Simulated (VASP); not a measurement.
# BaS: single point with PBEsol

BaS:

```
CELL_PARAMETERS angstrom
5.38445 0.00000 0.00000
-2.69222 4.66307 0.00000
0.00000 0.00000 6.38170
ATOMIC_POSITIONS crystal
Ba 0.33333 0.66667 0.25000
Ba 0.66667 0.33333 0.75000
S 0.66667 0.33333 0.25000
S 0.33333 0.66667 0.75000
```

The cell was built by a generator and needn't be a form met in nature.

```json
{
 "Program": "VASP 6.6.1",
 "Task": "single point",
 "Functional": "PBEsol",
 "Potentials or basis": "VASP PAW PBE potentials, release 64 (Ba_sv, S)",
 "Cutoff": "520 eV",
 "k mesh": "6 × 6 × 4",
 "Occupations": "gaussian, width 0.01 eV",
 "Spin": "no spin polarisation"
}
```

* Pressure: -0.9 GPa
* Band gap on the k mesh: 2.36 eV, indirect (least direct gap 2.51 eV)

Stress tensor (GPa, compression positive):
```
-0.88  0.00  0.00
 0.00 -0.88  0.00
 0.00  0.00 -1.06
```

Levels at points of the mesh, in eV from the valence-band top:
| k point | band 14 | band 15 | band 16 | band 17 | band 18 | band 19 |
| --- | --- | --- | --- | --- | --- | --- |
| (0.00, 0.00, 0.00) | -0.90 | -0.44 | 0.00 | 2.63 | 3.58 | 3.58 |
| (0.50, 0.00, 0.00) | -0.42 | -0.36 | -0.32 | 2.99 | 3.31 | 3.41 |
| (0.00, 0.00, 0.50) | -1.03 | -1.03 | -1.03 | 3.66 | 3.66 | 5.38 |
| (0.50, 0.00, 0.50) | -0.88 | -0.53 | -0.53 | 3.79 | 3.79 | 4.86 |

Wall time 53 s on 1 thread of Intel(R) Xeon(R) 6975P-C (Granite Rapids), on a shared host, peak memory 0.29 GiB.

Caveat: the PAW data sets were made with another functional, which shifts forces and pressure a little; spin-orbit coupling is left out, which moves the levels of the heavy elements. A k mesh can miss the band edges.
